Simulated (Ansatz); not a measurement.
# KCl: lattice vibrations

Aim: phonons by finite displacements on a 2×2×2 mesh of wavevectors, at three volumes, and the mode Grüneisen parameters. Runs: reference run (LAPW); volume scaled by 0.985 (LAPW); volume scaled by 1.015 (LAPW); mode Grüneisen parameters (LAPW). Companion runs by PAW are cited.

Computed with Ansatz 0.2.0 (DFT LDA, all-electron LAPW, scalar-relativistic unless said, unless a step's input says otherwise).

## (1) The structure to begin with

Symmetry: Fm-3m, No. 225, cubic system. Conventional cell: a = 6.079 Å, b = 6.079 Å, c = 6.079 Å, α = 90.00°, β = 90.00°, γ = 90.00°. K (site symmetry m-3m) has 6 Cl at 3.04 Å as nearest neighbours. Cl (site symmetry m-3m) has 6 K at 3.04 Å as nearest neighbours.

Coordinates:

```xyz
2
Lattice="0.0000 3.0393 3.0393 3.0393 0.0000 3.0393 3.0393 3.0393 0.0000" Properties=species:S:1:pos:R:3 pbc="T T T"
K     0.0000    0.0000    0.0000
Cl    3.0393    3.0393    3.0393
```

Cartesian axes are those of the input's lattice vectors. The structure goes back to a database entry.

## (2) Reference run, LAPW

input.yaml

```yaml
crystal:
  lattice:
    - [0.0, 3.03933400677, 3.03933400677]
    - [3.03933400677, 0.0, 3.03933400677]
    - [3.03933400677, 3.03933400677, 0.0]
  atoms:
    - { symbol: K, position: [0.0, 0.0, 0.0] }
    - { symbol: Cl, position: [0.5, 0.5, 0.5] }
kpoints:
  mp_grid: { grid: [6, 6, 6] }
scf:
  occupations: { method: fixed }
hamiltonian:
  xc: lda
  pseudopotentials: { kind: all_electron, lapw: { basis_error: 0.001 } }
phonons:
  qmesh: [2, 2, 2]
  qpath:
    path:
      - [0.0, 0.0, 0.0]
      - [0.5, 0.0, 0.5]
      - [0.625, 0.25, 0.625]
      - [0.375, 0.375, 0.75]
      - [0.0, 0.0, 0.0]
      - [0.5, 0.5, 0.5]
      - [0.5, 0.25, 0.75]
      - [0.5, 0.0, 0.5]
    npoints: 6
  temperatures: { t_min: 0, t_max: 1000, t_step: 100 }
```

The run is started by

```sh
ansatz run input.yaml --threads 2 --pin off --max-ram 5120MiB --backend cpu --events-out ev --progress --plain --runs-dir out
```

Standard output (excerpt; [...] marks lines left out):

```text
LAPW: plane waves up to 6.477 Å⁻¹, error target 1.0e-3 eV per atom; small_component_spin mean_spin; Cl in spheres of 1.446 Å, 15 of its electrons in bands, Dirac shells []; K in spheres of 1.502 Å, 15 of its electrons in bands, Dirac shells [] (how accurate: [...]
Pseudopotentials: kind: all_electron
Pseudopotential: K, LAPW, valence charge 15, lapw/all_electron/scalar/gaussian/K, Koelling and Harmon's equation, gaussian nucleus
Pseudopotential: Cl, LAPW, valence charge 15, lapw/all_electron/scalar/gaussian/Cl, Koelling and Harmon's equation, gaussian nucleus
Functional definition: SPW92
[...]
davidson cushion auto → on  (no smearing: the cushion is to keep the highest requested band from converging to the state above it; pin scf.eigensolver.cushion to override)
Crystal: 4 atoms, lattice volume = 112.304 Å³
Basis set: ecut = 159.83084269705057 eV, 513 PW (Γ), FFT grids on a1, a2, −a1+a2+a3, exchange–correlation at level 2
Bands: 36, of which v1, the nominal top of the filled ones, is band 30 counted from 1 (29 counted from 0)
Symmetry: 32 space group operations
k-points: 20 of 108
[...]
SCF iter   1: F=—  HF=-57740.200658 eV  |F-HF|=—  |Δ(HF+E_count)|=         —  Δρ=1.92e-2  dr2=9.28e-1  ethr=1.55e-3  ⟨swp⟩=2.0  Hψ=4577  notcnv=0
[...]
Symmetry: 2 space group operations
[...]
  ASR residual per site (eV/Å²): 1.39e-4 3.29e-4
  Γ frequencies (cm⁻¹): 0.00 0.00 0.00 161.01 161.01 161.01
--- Phonons (by wavevector): 3 wavevectors in 2 supercells ---
  supercell 1 (2 cells, vectors [1, 0, 0], [0, 1, -1], [0, 0, 2] in multiples of the cell's): 2 displaced members by 0.01 Å; free energy -57739.666704 eV; taken off its force constants: by the sum rule 3.3e-4, by the symmetrisation 6.5e-4 eV/Å²
  symmetry images taken by strict's conditions (phonons.symmetry_images: auto; settled by no image being taken that strict refuses)
  supercell 2 (2 cells, vectors [1, 0, 0], [0, 1, 0], [0, 0, 2] in multiples of the cell's): 2 displaced members by 0.01 Å; free energy -57739.666704 eV; taken off its force constants: by the sum rule 1.2e-4, by the symmetrisation 8.3e-5 eV/Å²; Γ matrix within 2.7e-4 eV/Å² of supercell 1's
  symmetry images taken by strict's conditions (phonons.symmetry_images: auto; settled by no image being taken that strict refuses)
  q = [0.0000, 0.0000, 0.0000] (star 1, supercell 1; hermiticity 9.15e-51, symmetrization 8.38e-5): -0.00 0.00 0.00 161.01 161.01 161.01
  q = [0.0000, 0.0000, -0.5000] (star 4, supercell 2; hermiticity 9.88e-17, symmetrization 6.06e-16): 115.94 115.94 125.05 125.05 157.81 166.77
  q = [0.0000, -0.5000, -0.5000] (star 3, supercell 1; hermiticity 1.79e-16, symmetrization 3.80e-16): 56.70 56.70 105.15 165.36 165.36 170.61
  joined force constants: q→R imaginary residual 4.16e-17
  density of states and harmonic sums: on the 18×18×18 q-mesh, interpolated from the force constants of a 2×2×2 supercell (no non-analytic term)
  largest difference from the sums on the solved wave vectors: F 7.68e-2 eV, S 1.09e-4 and C_V 3.23e-5 eV/K
[...]
```

It took 55 s on 2 threads of Arm Neoverse V2, shared host; peak memory 0.37 GiB.

Wavenumbers in cm⁻¹ (negative: unstable):

```csv
q,modes
Γ,0.0 0.0 0.0 161.0 161.0 161.0
L,115.9 115.9 125.0 125.0 157.8 166.8
X,56.7 56.7 105.2 165.4 165.4 170.6
```

| T (K) | F (eV/cell) | S (k_B/atom) | C_V (k_B/atom) |
| --- | --- | --- | --- |
| 0 | 0.0467 | 0.00 | 0.00 |
| 100 | 0.0352 | 1.79 | 2.28 |
| 200 | -0.0123 | 3.58 | 2.79 |
| 300 | -0.0845 | 4.73 | 2.90 |
| 400 | -0.1737 | 5.57 | 2.94 |
| 500 | -0.2757 | 6.23 | 2.96 |
| 600 | -0.3879 | 6.78 | 2.98 |
| 700 | -0.5088 | 7.23 | 2.98 |
| 800 | -0.6370 | 7.63 | 2.99 |
| 900 | -0.7716 | 7.99 | 2.99 |
| 1000 | -0.9120 | 8.30 | 2.99 |

## (3) Volume scaled by 0.985, LAPW

input.yaml: that of step 2 with these lines changed.

```diff
@@ -2,5 +2,5 @@
   lattice:
-    - [0.0, 3.03933400677, 3.03933400677]
-    - [3.03933400677, 0.0, 3.03933400677]
-    - [3.03933400677, 3.03933400677, 0.0]
+    - [0.0, 3.02406071379, 3.02406071379]
+    - [3.02406071379, 0.0, 3.02406071379]
+    - [3.02406071379, 3.02406071379, 0.0]
   atoms:
```

The run is started by

```sh
ansatz run input.yaml --threads 2 --pin off --max-ram 5120MiB --backend cpu --events-out ev --progress --plain --runs-dir out
```

Standard output (excerpt; [...] marks lines left out):

```text
LAPW: plane waves up to 6.510 Å⁻¹, error target 1.0e-3 eV per atom; small_component_spin mean_spin; Cl in spheres of 1.438 Å, 15 of its electrons in bands, Dirac shells []; K in spheres of 1.495 Å, 15 of its electrons in bands, Dirac shells [] (how accurate: [...]
[... 4 set-up lines as earlier in the session ...]
[...]
davidson cushion auto → on  (no smearing: the cushion is to keep the highest requested band from converging to the state above it; pin scf.eigensolver.cushion to override)
Crystal: 4 atoms, lattice volume = 110.619 Å³
[...]
  symmetry images taken by strict's conditions (phonons.symmetry_images: auto; settled by no image being taken that strict refuses)
  q = [0.0000, 0.0000, 0.0000] (star 1, supercell 1; hermiticity 0.00e0, symmetrization 8.33e-5): -0.00 -0.00 0.00 166.65 166.65 166.65
  q = [0.0000, 0.0000, -0.5000] (star 4, supercell 2; hermiticity 9.97e-17, symmetrization 5.71e-16): 119.86 119.86 129.17 129.17 161.11 170.13
  q = [0.0000, -0.5000, -0.5000] (star 3, supercell 1; hermiticity 1.83e-16, symmetrization 3.58e-16): 55.49 55.49 104.10 171.54 171.54 177.29
  joined force constants: q→R imaginary residual 4.29e-17
  density of states and harmonic sums: on the 18×18×18 q-mesh, interpolated from the force constants of a 2×2×2 supercell (no non-analytic term)
  largest difference from the sums on the solved wave vectors: F 7.53e-2 eV, S 1.08e-4 and C_V 3.23e-5 eV/K
[...]
```

Wall time 54 s (2 threads of Arm Neoverse V2, shared host); peak memory 0.37 GiB.

Wavenumbers in cm⁻¹ (negative: unstable):

```
q                                modes
Γ        0.0 0.0 0.0 166.7 166.7 166.7
L  119.9 119.9 129.2 129.2 161.1 170.1
X    55.5 55.5 104.1 171.5 171.5 177.3
```

## (4) Volume scaled by 1.015, LAPW

input.yaml: that of step 3 with these lines changed.

```diff
@@ -2,5 +2,5 @@
   lattice:
-    - [0.0, 3.02406071379, 3.02406071379]
-    - [3.02406071379, 0.0, 3.02406071379]
-    - [3.02406071379, 3.02406071379, 0.0]
+    - [0.0, 3.05445532039, 3.05445532039]
+    - [3.05445532039, 0.0, 3.05445532039]
+    - [3.05445532039, 3.05445532039, 0.0]
   atoms:
```

The run is started by

```sh
ansatz run input.yaml --threads 2 --pin off --max-ram 5120MiB --backend cpu --events-out ev --progress --plain --runs-dir out
```

Standard output (excerpt; [...] marks lines left out):

```text
LAPW: plane waves up to 6.444 Å⁻¹, error target 1.0e-3 eV per atom; small_component_spin mean_spin; Cl in spheres of 1.454 Å, 15 of its electrons in bands, Dirac shells []; K in spheres of 1.509 Å, 15 of its electrons in bands, Dirac shells [] (how accurate: [...]
[... 4 set-up lines as earlier in the session ...]
[...]
davidson cushion auto → on  (no smearing: the cushion is to keep the highest requested band from converging to the state above it; pin scf.eigensolver.cushion to override)
Crystal: 4 atoms, lattice volume = 113.989 Å³
[...]
  symmetry images taken by strict's conditions (phonons.symmetry_images: auto; settled by no image being taken that strict refuses)
  q = [0.0000, 0.0000, 0.0000] (star 1, supercell 1; hermiticity 0.00e0, symmetrization 8.62e-5): -0.00 -0.00 0.00 155.51 155.51 155.51
  q = [0.0000, 0.0000, -0.5000] (star 4, supercell 2; hermiticity 9.78e-17, symmetrization 6.44e-16): 112.14 112.14 121.03 121.03 154.62 163.53
  q = [0.0000, -0.5000, -0.5000] (star 3, supercell 1; hermiticity 1.76e-16, symmetrization 4.04e-16): 57.77 57.77 106.08 159.33 159.33 164.09
  joined force constants: q→R imaginary residual 4.02e-17
  density of states and harmonic sums: on the 18×18×18 q-mesh, interpolated from the force constants of a 2×2×2 supercell (no non-analytic term)
  largest difference from the sums on the solved wave vectors: F 7.81e-2 eV, S 1.10e-4 and C_V 3.23e-5 eV/K
[...]
```

It took 54 s on 2 threads of Arm Neoverse V2, shared host; peak memory 0.37 GiB.

Wavenumbers in cm⁻¹ (negative: unstable):

| q | modes |
| --- | --- |
| Γ | 0.0 0.0 0.0 155.5 155.5 155.5 |
| L | 112.1 112.1 121.0 121.0 154.6 163.5 |
| X | 57.8 57.8 106.1 159.3 159.3 164.1 |

## (5) Mode Grüneisen parameters, LAPW

These follow from the three phonon runs above, mode by mode: γ = −d ln ω / d ln V.

| q | wavenumber (cm⁻¹) | γ |
| --- | --- | --- |
| Γ | 161.0 ×3 | 2.31 |
| L | 115.9 ×2 | 2.22 |
| L | 125.0 ×2 | 2.17 |
| L | 157.8 | 1.37 |
| L | 166.8 | 1.32 |
| X | 56.7 ×2 | -1.34 |
| X | 105.2 | -0.63 |
| X | 165.4 ×2 | 2.46 |
| X | 170.6 | 2.58 |

## (6) All runs together

PAW rows come from companion runs at the same settings.

| run | volume (Å³/atom) | lowest on the mesh (cm⁻¹) | highest on the mesh, without the LO shift (cm⁻¹) | zero-point energy (meV/atom) |
| --- | --- | --- | --- | --- |
| reference run, LAPW | 28.076 | 0.0 | 170.6 | 23.4 |
| volume scaled by 0.985, LAPW | 27.655 | 0.0 | 177.3 | 24.0 |
| volume scaled by 1.015, LAPW | 28.497 | 0.0 | 164.1 | 22.8 |
| reference run, PAW | 28.076 | 0.0 | 170.5 | 23.6 |
| volume scaled by 0.985, PAW | 27.655 | 0.0 | 177.2 | 24.2 |
| volume scaled by 1.015, PAW | 28.497 | 0.0 | 164.0 | 23.0 |
| linear response at the zone centre with the field response, PAW | 28.076 | 0.0 | 160.9 | – |
| displacement of 0.03 Å, PAW | 28.076 | 0.0 | 170.5 | 23.6 |

Optical modes at Γ (point group m-3m), without the LO shift:

```csv
cm⁻¹,modes,symmetry,active in,moves most
161.0,3,T1u,infrared,Cl
```

## (7) What came out

```
                                             quantity           value
highest mode on the mesh, without the LO shift (LAPW)        171 cm⁻¹
                                   optical modes at Γ  161 (T1u) cm⁻¹
             mean Grüneisen parameter at 300 K (LAPW)            1.44
```

In words: No mode on the mesh is unstable; the highest lies at 171 cm⁻¹ by LAPW. Weighted by heat capacity at 300 K the mean Grüneisen parameter of the sampled modes is 1.44, which points to expansion on heating. Some modes have negative γ and soften under compression. PAW differs from LAPW by at most 0.1 cm⁻¹. Each set of modes is computed in the harmonic approximation.
